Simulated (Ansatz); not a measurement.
Here is an Ansatz 0.2.0 calculation.

Contents of input.yaml:

```yaml
crystal:
  lattice:
    - [0.0, 2.454822, 2.454822]
    - [2.454822, 0.0, 2.454822]
    - [2.454822, 2.454822, 0.0]
  atoms:
    - { symbol: Hf, position: [0.0, 0.0, 0.0] }
    - { symbol: "N", position: [0.25, 0.25, 0.25] }
hamiltonian:
  xc: r2scan
  pseudopotentials: { kind: paw }
kpoints:
  mp_grid: { grid: [9, 9, 9] }
  band_path:
    path:
      - [[0.0, 0.0, 0.0], [0.5, 0.0, 0.5], [0.5, 0.25, 0.75], [0.375, 0.375, 0.75], [0.0, 0.0, 0.0], [0.5, 0.5, 0.5], [0.625, 0.25, 0.625], [0.5, 0.25, 0.75], [0.5, 0.5, 0.5], [0.375, 0.375, 0.75]]
      - [[0.625, 0.25, 0.625], [0.5, 0.0, 0.5]]
    npoints: 14
scf:
  occupations: { method: fermi_dirac, width: 0.05 }
  n_extra_bands: 6
output:
  forces: true
  stress: true
  eigenvalues: true
  fatbands: false
```

Potentials or basis: Ansatz PAW.

Command:

```sh
$ ansatz run input.yaml --threads 2 --pin off --max-ram 5632MiB --backend cpu --events-out ev --progress --plain --runs-dir out
```

(1) Predict the pressure.

(2) What does it give for the band gap on the k mesh?

Answers

(1) -2.3 GPa.

(2) none (metal or under the smearing width).

Caveat: spin-orbit coupling is left out, which moves the levels of the heavy elements; the PAW data sets come from PBE, with cores solved anew for the run's functional, which leaves a small shift of forces and pressure.
